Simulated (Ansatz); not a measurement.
The system is Sb.

```
Sb
1.0
     3.35453    0.00000    0.00000
    -1.67727    2.90511    0.00000
     0.00000    0.00000    5.47016
Sb
2
Direct
  0.66667 0.33333 0.75000
  0.33333 0.66667 0.25000
```

This isn't the form of Sb at room conditions, which is rhombohedral.

```yaml
Program: Ansatz 0.2.0
Task: relaxation of cell and atoms
Functional: B3LYP
Potentials_or_basis: Ansatz PAW
Cutoff: "420 eV (not typed: the program's choice for these potentials)"
k_mesh: 5 × 5 × 3
Occupations: fermi-dirac, width 0.05 eV
Spin: no spin polarisation
```

At the start: volume 26.65 Å³/atom.

Q: How do energy, volume and symmetry change on relaxing?

A: It ends after 5 steps and the volume is 27.99 Å³/atom (+5.0 %); space group P6_3/mmc (No. 194, to 0.05 Å).

The path:
| step | energy change (eV) | largest force (eV/Å) | volume (Å³) |
| --- | --- | --- | --- |
| 1 | 0.0000 | 0.0000 | 53.31 |
| 2 | -0.0378 | 0.0000 | 56.57 |
| 3 | -0.0419 | 0.0000 | 56.08 |
| 4 | -0.0420 | 0.0000 | 55.98 |
| 5 | -0.0426 | 0.0000 | 55.98 |

Final structure:
```yaml
crystal:
  lattice:
    - [3.37670, 0.00000, 0.00000]
    - [-1.68835, 2.92430, 0.00000]
    - [0.00000, 0.00000, 5.66933]
  atoms:
    - { symbol: Sb, position: [0.66667, 0.33333, 0.75000] }
    - { symbol: Sb, position: [0.33333, 0.66667, 0.25000] }
```

Caveat: the k mesh is coarse (spacing up to 0.43 Å⁻¹), so the values aren't converged, least of all with exact exchange; the plane-wave basis is chosen anew once the cell has moved, so the energies of steps on either side of that aren't comparable; the PAW data sets come from PBE, with cores solved anew for the run's functional, which leaves a small shift of forces and pressure.
